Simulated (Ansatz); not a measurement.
# Hf2CF2 MXene monolayer in a perpendicular field, part 2 of 2

Wanted: the out-of-plane response of the Hf2CF2 MXene monolayer. A positive field points along +c.

Ansatz 0.2.0; plane-wave DFT, PBE-D3(BJ), Ansatz PAW (set soft_1); PAW set soft_1.

So far. Step 2 (Relaxing the slab): The lattice constant a goes from 3.289 to 3.256 Å.

**3. Single point, field 0**

A sawtooth potential applies the field, turning back in the middle of the vacuum. With the dipole correction the typed value is the field outside the slab. The induced dipole is small, so the SCF threshold is tight.

The cell differs from the one that the last finished run ended in (c 40.191 → 23.114 Å).

File input.yaml:

```yaml
crystal:
  lattice:
    - [3.2559525978, 0.0, 0.0]
    - [-1.6279762989, 2.8197376632, 0.0]
    - [0.0, 0.0, 23.1138676119]
  atoms:
    - { symbol: F, position: [0.3333333333, 0.6666666667, 0.3893766353] }
    - { symbol: Hf, position: [0.6666666667, 0.3333333333, 0.4479808122] }
    - { symbol: C, position: [0.0, 0.0, 0.5] }
    - { symbol: Hf, position: [0.3333333333, 0.6666666667, 0.5520191878] }
    - { symbol: F, position: [0.6666666667, 0.3333333333, 0.6106233647] }
kpoints:
  mp_grid: { grid: [18, 18, 1] }
  band_path:
    path: [[0, 0, 0], [0.5, 0, 0], [0.33333333, 0.33333333, 0], [0, 0, 0]]
    npoints: 16
hamiltonian:
  xc: pbe
  dispersion: d3bj
  pseudopotentials: { kind: paw, azcp: { folder: soft_1 } }
scf:
  occupations: { method: fermi_dirac, width: 0.02585 }
  convergence: { dr2_threshold: 1.0e-10 }
efield:
  axis: 3
  dipole_correction: true
  ramp_position: 0.97
  ramp_width: 0.06
  amplitude: 0
output:
  dos: { projected: true, e_range: [-6, 5] }
  write_potential: true
  write_density: true
  volumetric_format: npy
  elf: true
```

On the command line:

```bash
$ ansatz run input.yaml --threads 2 --pin off --max-ram 3072MiB --backend cpu --events-out ev --progress --plain --runs-dir out
```

Numbers of over 12 decimals in the logs are rounded to 6 here.

Output:

```text
[...]
Crystal: 5 atoms, lattice volume = 212.207 Å³
Basis set: ecut = 420 eV, 4181 PW (Γ)
Bands: 42, of which v1, the nominal top of the filled ones, is band 35 counted from 1 (34 counted from 0)
Symmetry: 6 space group operations
k-points: 37 of 324 (time reversal used)
[...]
SCF iter   1: F=—  HF=-33323.280169 eV  |F-HF|=—  |Δ(HF+E_count)|=         —  Δρ=7.08e-2  dr2=1.90e1  ethr=3.10e-3  p=0.000 e·Å  D=5.39e-14 V/Å  ΔV_dip=-0.00 eV  dr2_dipole=2.69e-9  V_vac-E_F(+/−)=6.75/6.75 eV  ⟨swp⟩=8.5  Hψ=6587  notcnv=0
efield: sawtooth ramp at fractional position 0.9700 (set: `efield.ramp_position`, or a place that a band, a saddle search or an elastic batch's reference lends), width 0.0600; the density the first Hamiltonian is built on has a dipole p = 0.000 e·Å; the dipole correction subtracts the counter field D = 5.39e-14 V/Å, which shifts the + side's vacuum level by -0.00 eV against the − side's; the planar-averaged density in the ramp window peaks in size at 7.2e-6 e/Å³
[...]
SCF iter   2: F=—  HF=-33329.461164 eV  |F-HF|=—  |Δ(HF+E_count)|=    6.18e0  Δρ=1.21e-1  dr2=4.57e1  ethr=3.10e-3  p=-0.000 e·Å  D=-1.86e-5 V/Å  ΔV_dip=0.00 eV  dr2_dipole=2.11e-9  V_vac-E_F(+/−)=1.18/1.18 eV  ⟨swp⟩=5.4  Hψ=4297  notcnv=0  defer=61  recentre
[...]
SCF iter  13: F=-33318.225007 eV  HF=-33318.225007 eV  |F-HF|=1.60e-10  |Δ(HF+E_count)|=   4.07e-8  Δρ=7.14e-8  dr2=9.40e-12  ethr=1.00e-12  p=-0.000 e·Å  D=-4.38e-9 V/Å  ΔV_dip=0.00 eV  dr2_dipole=2.03e-16  V_vac-E_F(+/−)=3.61/3.61 eV  ⟨swp⟩=13.4  Hψ=14617  notcnv=2
SCF 1 converged in 13 iterations: F = -33318.225007 eV  dr2 = 9.40e-12
[...]
NSCF: frozen V_eff on 49 k-points
efield: sawtooth ramp at fractional position 0.9700 (kept from the solve that this one continues, or follows in the run), width 0.0600; the density the first Hamiltonian is built on has a dipole p = -0.000 e·Å; the dipole correction subtracts the counter field D = -4.38e-9 V/Å, which shifts the + side's vacuum level by +0.00 eV against the − side's; the planar-averaged density in the ramp window peaks in size at 7.7e-6 e/Å³
[...]
SCF converged after 13 iterations
Free energy (F): -33318.225007 eV
[...]
Internal energy: -33318.220170 eV  (E = F + TS)
E sigma→0 (E₀):  -33318.222589 eV
Entropy (-TS):   -0.004837 eV (-0.967 meV/atom)
Fermi energy:    2.450698 eV
Dipole field:    D = -0.000000 V/Å  (p = -0.000000 e·Å, saw-weighted, corrected)
Work function:   Φ+ = 3.6099 eV   Φ− = 3.6101 eV
Levels:          The Fermi level and band energies are counted from a zero that moves with the ramp; work functions are not
[...]
--- Band table (eV; the first three rows and the last of 37) ---
  k-point 0: bands = [... 31 lower, -2.5542, -1.0371, -1.0371, 2.6205, 2.6205, 2.9380, 3.8340, 3.9358, ... 3 higher]
  k-point 1: bands = [... 31 lower, -2.5191, -1.1521, -1.0459, 2.4629, 2.6943, 2.9596, 3.9525, 4.0008, ... 3 higher]
  k-point 2: bands = [... 31 lower, -2.4266, -1.4413, -1.0668, 2.1003, 2.9112, 3.0328, 4.1141, 4.1865, ... 3 higher]
  k-point 36: bands = [... 31 lower, -2.4542, -2.4542, -1.4321, 2.8109, 3.6265, 3.6265, 5.2985, 5.9414, ... 3 higher]
```

Elapsed: 44 s, on 2 threads of Arm Neoverse V1, shared host; peak memory 0.64 GiB.

The column dr2 measures how far the density is from self-consistency, as an energy; F and HF (Harris–Foulkes) agree once it is small.

This step gave:

```yaml
energy_at_zero_smearing: -33318.2226 eV
work_function_upper_face: 3.610 eV
dipole_along_the_normal: -2.69e-8 e·Å
```

Running mean over a fixed 2.7 Å (it still follows the layers) of the planar mean; the ramp of the sawtooth is left out. The electron's electrostatic potential energy less the Fermi level by z:

```csv
z (Å),electron's electrostatic potential energy less the Fermi level (eV)
3.5,3.61
4.0,3.61
4.5,3.61
5.0,3.61
5.5,3.61
6.0,3.61
6.5,3.59
7.0,3.44
7.5,2.40
8.0,0.501
8.5,-1.74
9.0,-4.60
9.5,-7.35
10.0,-9.29
10.5,-10.1
11.0,-10.5
11.5,-10.8
12.0,-10.7
12.5,-10.2
13.0,-9.57
13.5,-7.89
14.0,-5.26
14.5,-2.36
15.0,0.0357
15.5,2.01
16.0,3.32
16.5,3.57
17.0,3.60
17.5,3.61
18.0,3.61
18.5,3.61
19.0,3.61
19.5,3.61
20.0,3.61
```

The density of states has structure finer than the step of the table below, so its rows give means over 0.2 eV, whole bins alone (the curve runs from -6 to 1.99 eV). Peaks (eV: height): -5.06: 5.26, -4.68: 4.34, -4.46: 4.08, -3.90: 13.3, -3.55: 5.91, 0.26: 2.96, 1.83: 2.73.

Density of states against energy, zero at the Fermi level; means over each step:

energy (eV), density of states (states/eV a cell) and a bar:
```
     -5.6        0.0 
     -5.4        0.0 
     -5.2        3.2 ##################
     -5.0        3.5 ###################
     -4.8        2.5 ##############
     -4.6        1.9 ##########
     -4.4        3.5 ###################
     -4.2        2.6 ##############
     -4.0        5.5 ##############################
     -3.8        2.8 ###############
     -3.6        4.1 ######################
     -3.4        0.2 #
     -3.2        0.0 
     -3.0        0.0 
     -2.8        0.0 
     -2.6        0.0 
     -2.4        0.3 ##
     -2.2        0.6 ####
     -2.0        0.7 ####
     -1.8        0.7 ####
     -1.6        0.8 ####
     -1.4        0.8 #####
     -1.2        0.9 #####
     -1.0        1.0 ######
     -0.8        1.4 ########
     -0.6        0.9 #####
     -0.4        0.7 ####
     -0.2        0.5 ###
      0.0        1.2 ######
      0.2        1.5 ########
      0.4        1.2 #######
      0.6        1.4 ########
      0.8        1.2 #######
      1.0        1.2 #######
      1.2        1.0 #####
      1.4        1.0 ######
      1.6        1.8 ##########
      1.8        2.5 ##############
```

Projected DOS per atom over height of the atomic layer and energy from the Fermi level. Layers: F Hf C Hf F from below.

Ten even steps from '0' (0.00 states/eV) to '9' (2.50 states/eV), each cell a mean:
```
03030
02020
01010
02020
02020
01010
01010
01010
01010
01010
01010
01010
00000
00000
00000
02620
03930
02620
01410
12621
00000
00000
```
Columns: height of the atomic layer (Å) from 9 to 14.1 (not evenly spaced); rows upwards: energy from the Fermi level (eV) from -5.96 to 1.96.

The electronic bands at the labelled points (eV, zero at the Fermi level):

```csv
point,band 32,band 33,band 34,band 35,band 36,band 37,band 38,band 39
Γ,-5.00,-3.49,-3.49,0.17,0.17,0.49,1.38,1.49
halfway,-4.74,-4.48,-3.55,-1.44,1.04,1.53,1.92,2.28
M,-5.28,-3.90,-3.51,-2.46,2.44,3.16,3.50,3.68
halfway,-5.19,-4.29,-3.90,-1.27,1.81,2.63,2.76,3.42
K,-4.90,-4.90,-3.88,0.36,1.18,1.18,2.85,3.49
halfway,-4.76,-4.42,-3.94,-0.69,-0.19,2.38,2.48,2.53
Γ,-5.00,-3.49,-3.49,0.17,0.17,0.49,1.38,1.49
```

ELF in the ca plane at fractional y = 0.333, with atoms of Hf and F within 0.2 Å of it. It is the smooth field of the valence electrons, not physical close to the nuclei.

Ten even steps from '0' (0.00) to '9' (0.86), each cell a mean:
```
00000000000000011114653244211378741000000000
00000000000000000048997224213788973100000000
00000000000000000159998323314877984100000000
00000000000000000038996223212788963100000000
00000000000000012113542343211367631000000000
00000000000000134421124663222111100000000000
00000000000000245531146873233100000000000000
00000000000000134410124663221012110000000000
```
Columns run along c (16.0 Å, from fractional 0.13 to 0.82 of the cell), rows up along a (3.3 Å). Atoms in or near the plane, at fractional coordinates: Hf at (0.45, 0.67), F at (0.61, 0.67).

Valence density in the ca plane at fractional y = 0.333, with atoms of Hf and F within 0.2 Å of it. It is the smooth field of the valence electrons, not physical close to the nuclei.

Ten steps, logarithmic in the rise over the least value, from '0' (0 e/Å³) to '9' (41 e/Å³), each cell a mean:
```
00000000000000000012432111100122100000000000
00000000000000000025885110001355310000000000
00000000000000000027996210001467410000000000
00000000000000000025774110001255310000000000
00000000000000000012332111111112100000000000
00000000000000000100111111111000000000000000
00000000000000001100011111221000000000000000
00000000000000000000111111111000000000000000
```
Columns run along c (16.0 Å, from fractional 0.13 to 0.82 of the cell), rows up along a (3.3 Å). Atoms in or near the plane, at fractional coordinates: Hf at (0.45, 0.67), F at (0.61, 0.67).

Electrostatic potential energy in the ca plane at fractional y = 0.333, with atoms of Hf and F within 0.2 Å of it. With pseudopotentials it is smooth inside the atoms' cores, unlike the true potential.

Ten even steps from '0' (-32 eV) to '9' (6 eV), each cell a mean:
```
99999999999999999863124788777877999999999999
99999999999999998740100588888500499999999999
99999999999999998720320489988300199999999999
99999999999999998740001588888611599999999999
99999999999999999864235788777878999999999999
99999999999999999987778887555789999999999999
99999999999999999988888876545689999999999999
99999999999999999887677887656789999999999999
```
Columns run along c (16.0 Å, from fractional 0.13 to 0.82 of the cell; values clipped at the 3rd and 97th percentile), rows up along a (3.3 Å). Atoms in or near the plane, at fractional coordinates: Hf at (0.45, 0.67), F at (0.61, 0.67).

The work function of the upper face is 3.61 eV.

**4. Atoms held, field 0.1 V/Å**

Edit input.yaml of step 3 so:

```diff
@@ -26,7 +26,6 @@
   dipole_correction: true
-  ramp_position: 0.97
-  ramp_width: 0.06
-  amplitude: 0
+  ramp_position: 0.9252
+  ramp_width: 0.1497
+  amplitude: 0.1
 output:
-  dos: { projected: true, e_range: [-6, 5] }
   write_potential: true
@@ -34,2 +33 @@
   volumetric_format: npy
-  elf: true
```

Output:

```text
[...]
Crystal: 5 atoms, lattice volume = 212.207 Å³
Basis set: ecut = 420 eV, 4181 PW (Γ)
Bands: 42, of which v1, the nominal top of the filled ones, is band 35 counted from 1 (34 counted from 0)
Symmetry: 6 space group operations
k-points: 37 of 324 (time reversal used)
[...]
k-point 0: bands = [... 31 lower, -2.5543, -1.0374, -1.0374, 2.6202, 2.6202, 2.9376, 3.8037, 3.9608, ... 3 higher]
  k-point 1: bands = [... 31 lower, -2.5193, -1.1524, -1.0462, 2.4625, 2.6940, 2.9592, 3.9083, 4.0396, ... 3 higher]
  k-point 2: bands = [... 31 lower, -2.4268, -1.4416, -1.0671, 2.1000, 2.9108, 3.0325, 4.0789, 4.2162, ... 3 higher]
  k-point 36: bands = [... 31 lower, -2.4558, -2.4532, -1.4325, 2.8105, 3.6249, 3.6274, 5.2982, 5.9348, ... 3 higher]
[key lines of the parts left out:]
SCF converged after 15 iterations
Free energy (F): -33318.226354 eV
Fermi energy:    2.450346 eV
Dipole field:    D = 0.022973 V/Å  (p = 0.026941 e·Å, saw-weighted, corrected)
```

The job ended after 46 s (2 threads; peak memory 0.62 GiB; 92 s of CPU time).

The dipole is 0.0269 e·Å.

**5. Single point, field -0.1 V/Å**

Edit input.yaml of step 4 so:

```diff
@@ -28,3 +28,3 @@
   ramp_width: 0.1497
-  amplitude: 0.1
+  amplitude: -0.1
 output:
```

Output:

```text
[...]
Crystal: 5 atoms, lattice volume = 212.207 Å³
Basis set: ecut = 420 eV, 4181 PW (Γ)
Bands: 42, of which v1, the nominal top of the filled ones, is band 35 counted from 1 (34 counted from 0)
Symmetry: 6 space group operations
k-points: 37 of 324 (time reversal used)
[...]
k-point 0: bands = [... 31 lower, -2.5541, -1.0372, -1.0372, 2.6204, 2.6204, 2.9377, 3.8039, 3.9610, ... 3 higher]
  k-point 1: bands = [... 31 lower, -2.5191, -1.1523, -1.0460, 2.4627, 2.6941, 2.9594, 3.9085, 4.0398, ... 3 higher]
  k-point 2: bands = [... 31 lower, -2.4266, -1.4414, -1.0670, 2.1001, 2.9110, 3.0326, 4.0791, 4.2164, ... 3 higher]
  k-point 36: bands = [... 31 lower, -2.4556, -2.4530, -1.4323, 2.8107, 3.6251, 3.6276, 5.2984, 5.9350, ... 3 higher]
[key lines of the parts left out:]
SCF converged after 15 iterations
Free energy (F): -33318.226354 eV
Fermi energy:    2.450524 eV
Dipole field:    D = -0.022973 V/Å  (p = -0.026941 e·Å, saw-weighted, corrected)
```

Wall time 46 s (2 threads); peak memory 0.62 GiB; 91 s of CPU time.

The dipole is -0.0269 e·Å.

**6. Response, atoms held**

This step: plane-wave DFT, PBE-D3(BJ), Ansatz PAW (set soft_1); response to a field along the normal, atoms held; PAW set soft_1 (Ansatz 0.2.0).

The dipoles give the slope, and the difference of two potentials shows where the field is screened.

Numbers from this step:

| Item | Value |
| --- | --- |
| equivalent conductor thickness p/(ε₀AE) | 5.310 Å |
| distance between the outer atoms | 5.114 Å |

Dipole of the cell against applied field:

```csv
applied field (V/Å),dipole of the cell (e·Å)
-0.1000,-0.0269
0.0000,0
0.1000,0.0269
```

Local field over the applied field, running mean. From the potentials at -0.1 and 0.1 V/Å; running mean over 2.5 Å. Local field over applied field against z:

```csv
z (Å),local field over applied field
4.04,1.00
4.48,1.000
4.91,1.000
5.20,1.000
5.63,0.998
6.07,0.995
6.50,0.985
6.93,0.958
7.22,0.922
7.66,0.838
8.09,0.730
8.52,0.607
8.96,0.475
9.39,0.341
9.68,0.263
10.11,0.170
10.55,0.0996
10.98,0.0518
11.41,0.0242
11.70,0.0242
12.13,0.0518
12.57,0.0996
13.00,0.170
13.43,0.263
13.72,0.341
14.16,0.475
14.59,0.607
15.02,0.730
15.46,0.838
15.89,0.922
16.18,0.958
16.61,0.985
17.05,0.995
17.48,0.998
17.91,1.000
18.20,1.000
18.64,1.000
19.07,1.00
```

The induced electron density oscillates, so the rows of the table below give means over windows of 0.5 Å about each position, cut where the curve ends. Its maxima inside the range that stand out by 2 % of the span (Å: e/Å³ per V/Å): 8.38: 0.00311, 9.10: 0.00198, 10.26: 0.00165, 13.58: -6.9e-4, 14.30: -0.00145. Its minima: 8.81: 0.00145, 9.53: 6.9e-4, 12.86: -0.00165, 14.01: -0.00198, 14.74: -0.00311.

Electrons, planar mean, per unit field. Table of induced electron density by z; means over each step:

```csv
z (Å),induced electron density (e/Å³ per V/Å)
4.5,2.8e-7
5.0,1.0e-6
5.5,3.8e-6
6.0,1.5e-5
6.5,5.8e-5
7.0,2.2e-4
7.5,7.3e-4
8.0,0.00198
8.5,0.00268
9.0,0.00172
9.5,9.8e-4
10.0,0.00134
10.5,9.7e-4
11.0,5.1e-4
11.5,6.6e-5
12.0,-4.6e-4
12.5,-7.5e-4
13.0,-0.00145
13.5,-8.7e-4
14.0,-0.00166
14.5,-0.00239
15.0,-0.00234
15.5,-9.4e-4
16.0,-2.8e-4
16.5,-8.0e-5
17.0,-2.0e-5
17.5,-5.3e-6
18.0,-1.4e-6
18.5,-3.8e-7
19.0,-1.4e-7
```

By hand: between -0.1 and 0.1 V/Å the dipole changes by 0.05388 e·Å, a slope of 0.2694 e·Å²/V. A perfect conductor of thickness t has p = ε₀AEt, so t = 180.95 × 0.2694 / 9.181 = 5.31 Å (e/ε₀ = 180.95 V·Å, A in Å²).

The induced dipole is that of a conductor 5.31 Å thick.

**7. Results**

```json
{"gap without field": "none", "work function, upper face": "3.61 eV", "equivalent conductor thickness, atoms held": "5.31 Å"}
```

What this shows: The induced dipole equals that of a perfect conductor 5.31 Å thick, while the outer atoms lie 5.11 Å apart. There is no gap over 0.03 eV, with or without the field. The main runs have no spin polarisation; a magnetic state could lie lower and would change these results. Spin-orbit coupling is left out, which matters for the bands of elements this heavy. The MXene's terminations sit over the metal atoms of its far layer; the site over carbon or nitrogen, which some compounds prefer, was not run.

[Logs are printed without paths, hosts, clocks, repeated set-up lines and the standing remarks that a program may print on its own settings, such as how far it seeks lower states.]

[Hosts, paths, dates, database ids (printed as entryN), source tags and the programs' standing remarks are cut or masked in the printed files.]

[Maps of the electrostatic potential energy from Ansatz leave out the sawtooth potential of an applied field or a dipole correction, so their vacuum need not be flat; planar profiles and work functions include it.]

[The density of states shown here was stored with 400 of the rows of the run's finer table, so its peaks can read low, often by over a quarter, or be missed, and its means over a window can be off by a tenth or more.]
